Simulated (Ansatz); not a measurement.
# A computed series for GeO2: pressure series

Take GeO2 in the rutile structure (space group P4_2/mnm, No. 136) as the base.

```yaml
crystal:
  lattice:
    - [4.48750, 0.00000, 0.00000]
    - [0.00000, 4.48750, 0.00000]
    - [0.00000, 0.00000, 2.90497]
  atoms:
    - { symbol: Ge, position: [0.00000, 0.00000, 0.00000] }
    - { symbol: Ge, position: [0.50000, 0.50000, 0.50000] }
    - { symbol: O, position: [0.30714, 0.30714, 0.00000] }
    - { symbol: O, position: [0.80714, 0.19286, 0.50000] }
    - { symbol: O, position: [0.19286, 0.80714, 0.50000] }
    - { symbol: O, position: [0.69286, 0.69286, 0.00000] }
```

Cell and atoms are relaxed at each pressure.

Level of theory: Ansatz (a first-principles code), PBE, PAW, cutoff 420 eV, without spin-orbit coupling.

```tsv
pressure (GPa)	band gap (eV)
-2	1.12
-1	1.17
0	1.23
1.8	1.32
4.2	1.44
9	?
18	2.10
```

Problem. Fit E_g = E₀ + αP + βP² to the rows shown and predict the withheld row.

Solution. Least squares on the printed values gives E₀ = 1.23 eV, α = 52.3 meV/GPa, β = -0.21 meV/GPa² (largest residual 0.00 eV); this predicts 1.68 eV, and the run gives 1.68 eV, in agreement.

Load acts through the strain it causes; cell and atoms are relaxed under it. Stability against distortions was not tested. No other phases were tried under pressure.
